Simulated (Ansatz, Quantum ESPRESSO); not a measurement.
Given: the input of a run of Ansatz 0.2.0 on TiO2. The cell is a database's computed one, not the measured one.

input.yaml

```yaml
crystal:
  lattice:
    - [4.5998373239, 0.0, 0.0]
    - [0.0, 4.5998373239, 0.0]
    - [0.0, 0.0, 2.95921356]
  atoms:
    - { symbol: Ti, position: [0.0, 0.0, 0.5] }
    - { symbol: Ti, position: [0.5, 0.5, 0.0] }
    - { symbol: O, position: [0.30432132, 0.30432132, 0.5] }
    - { symbol: O, position: [0.19567868, 0.80432132, 0.0] }
    - { symbol: O, position: [0.80432132, 0.19567868, 0.0] }
    - { symbol: O, position: [0.69567868, 0.69567868, 0.5] }
hamiltonian:
  xc: pbesol
  pseudopotentials: { kind: paw }
kpoints:
  mp_grid: { grid: [6, 6, 9] }
scf:
  occupations: { method: fermi_dirac, width: 0.05 }
output:
  forces: true
  stress: true
  eigenvalues: true
```

Potentials or basis: Ansatz PAW.

Command:

```sh
$ ansatz run input.yaml --threads 1 --pin off --max-ram 3584MiB --backend cpu --events-out ev --progress --plain --runs-dir out
```

Problem. Translate it to Quantum ESPRESSO 7.5. Potentials or basis there: GBRV 1.5 PBEsol, cutoff 612 eV.

Solution. As run (cutoffs and basis follow the program's own potentials, and thresholds, step limits or extra output files can differ):

The input pw.in:

```
&CONTROL
  calculation = 'scf'
  prefix = 'pwscf'
  outdir = './tmp'
  pseudo_dir = './pseudo'
  tprnfor = .true.
  tstress = .true.
  disk_io = 'low'
/
&SYSTEM
  ibrav = 0
  celldm(1) = 8
  nat = 6
  ntyp = 2
  ecutwfc = 45
  ecutrho = 360
  nbnd = 33
  occupations = 'smearing'
  smearing = 'fd'
  degauss = 0.00367493
/
&ELECTRONS
  conv_thr = 1.2d-09
  electron_maxstep = 120
  mixing_beta = 0.5
/
ATOMIC_SPECIES
Ti    47.8670 ti_pbesol_v1.4.uspp.F.UPF
O     15.9990 o_pbesol_v1.2.uspp.F.UPF
CELL_PARAMETERS alat
  1.0865540950003   0.0000000000000   0.0000000000000
  0.0000000000000   1.0865540950003   0.0000000000000
  0.0000000000000   0.0000000000000   0.6990128965849
ATOMIC_POSITIONS crystal
Ti     0.0000000000    0.0000000000    0.5000000000
Ti     0.5000000000    0.5000000000    0.0000000000
O      0.3043213200    0.3043213200    0.5000000000
O      0.1956786800    0.8043213200    0.0000000000
O      0.8043213200    0.1956786800    0.0000000000
O      0.6956786800    0.6956786800    0.5000000000
K_POINTS automatic
6 6 9 0 0 0
```

Contents of pp_density.in:

```
&INPUTPP
  prefix = 'pwscf'
  outdir = './tmp'
  filplot = 'density.dat'
  plot_num = 0
/
&PLOT
  nfile = 1
  filepp(1) = 'density.dat'
  iflag = 3
  output_format = 6
  fileout = 'density.cube'
/
```

File pp_potential.in:

```
&INPUTPP
  prefix = 'pwscf'
  outdir = './tmp'
  filplot = 'potential.dat'
  plot_num = 11
/
&PLOT
  nfile = 1
  filepp(1) = 'potential.dat'
  iflag = 3
  output_format = 6
  fileout = 'potential.cube'
/
```

Potentials or basis: GBRV 1.5 PBEsol.

Run with:

```sh
$ OMP_NUM_THREADS=1 mpirun -n 2 pw.x -nk 2 -in pw.in > pw.out
$ OMP_NUM_THREADS=1 mpirun -n 1 pp.x -in pp_density.in > pp_density.out
$ OMP_NUM_THREADS=1 mpirun -n 1 pp.x -in pp_potential.in > pp_potential.out
```

Both were run:

|  | Ansatz | Quantum ESPRESSO |
| --- | --- | --- |
| Pressure | -2.8 GPa | -2.5 GPa |
| Largest force | 0.069 eV/Å | 0.061 eV/Å |

Ansatz's pressure holds a Pulay term of +0.79 GPa for its cutoff of 420 eV, which the other run lacks.

Ansatz's potentials were made for PBE.

Where Ansatz's input types no cutoff or centring, it takes its own default and a Γ-centred mesh.

Pressure is positive in compression.
